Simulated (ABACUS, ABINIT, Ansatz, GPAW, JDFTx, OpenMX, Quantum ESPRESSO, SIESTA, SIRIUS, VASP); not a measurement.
## Al: programs and potentials compared

```
Al
1.0
     0.00000    2.02481    2.02481
     2.02481    0.00000    2.02481
     2.02481    2.02481    0.00000
Al
1
Direct
  0.00000 0.00000 0.00000
```

Alike in all runs: task single point; functional PBE; k mesh 11 × 11 × 11; occupations fermi-dirac, width 0.05 eV; no spin polarisation; no spin-orbit coupling. Pressure is positive in compression and, in plane waves, holds the error of the finite cutoff, which Ansatz's Pulay term estimates and takes out.

```json
{"program and potentials": "Ansatz, Ansatz PAW (earlier soft set)", "plane-wave cutoff (eV)": "420", "notes": "Pulay term of +0.04 GPa included", "pressure (GPa)": "-0.45"}
{"program and potentials": "Ansatz, all-electron LAPW, scalar-relativistic", "plane-wave cutoff (eV)": "-", "notes": "-", "pressure (GPa)": "-0.43"}
{"program and potentials": "OpenMX, OpenMX 2013 PBE set, Al7.0-s2p2d1, grid cutoff 260 Ry", "plane-wave cutoff (eV)": "-", "notes": "atomic basis", "pressure (GPa)": "-1.76"}
{"program and potentials": "Quantum ESPRESSO, SSSP 1.3 efficiency PBE", "plane-wave cutoff (eV)": "748", "notes": "-", "pressure (GPa)": "-0.49"}
{"program and potentials": "SIESTA, files PseudoDojo sr-pbe-0.4.1-standard, DZP (energy shift 0.003 Ry)", "plane-wave cutoff (eV)": "-", "notes": "atomic basis", "pressure (GPa)": "-0.44"}
{"program and potentials": "SIRIUS, PseudoDojo 0.4.1 PBE standard (scalar relativistic)", "plane-wave cutoff (eV)": "557", "notes": "-", "pressure (GPa)": "-0.66"}
{"program and potentials": "GPAW, GPAW PAW data sets (gpaw-data 1.2.1)", "plane-wave cutoff (eV)": "600", "notes": "-", "pressure (GPa)": "-0.30"}
{"program and potentials": "ABINIT, JTH PAW PBE v2.0", "plane-wave cutoff (eV)": "408", "notes": "-", "pressure (GPa)": "-0.58"}
{"program and potentials": "VASP, PBE PAW files Al, 520 eV", "plane-wave cutoff (eV)": "520", "notes": "-", "pressure (GPa)": "-0.46"}
{"program and potentials": "SIESTA, files PseudoDojo sr-pbe-0.4.1-standard, DZP (energy shift 0.002 Ry; radii capped at 9.5 bohr)", "plane-wave cutoff (eV)": "-", "notes": "atomic basis", "pressure (GPa)": "-0.28"}
{"program and potentials": "ABACUS, PseudoDojo NC SR 0.4.1 PBE standard, plane waves", "plane-wave cutoff (eV)": "558", "notes": "-", "pressure (GPa)": "-0.66"}
{"program and potentials": "JDFTx, PseudoDojo-SR-PBE-0.5-standard", "plane-wave cutoff (eV)": "544", "notes": "-", "pressure (GPa)": "-0.66"}
```

The pressure spans -1.76 (OpenMX, OpenMX 2013 PBE set, Al7.0-s2p2d1, grid cutoff 260 Ry) to -0.28 GPa (SIESTA, files PseudoDojo sr-pbe-0.4.1-standard, DZP (energy shift 0.002 Ry; radii capped at 9.5 bohr)), with all-electron results at -0.43. Rows in atomic bases carry the error of their basis and grid, which can be large.

Differences between rows come from potentials, basis sets and numerical settings, since the functional is the same but for its coding. Runs on potential files found faulty are left out.
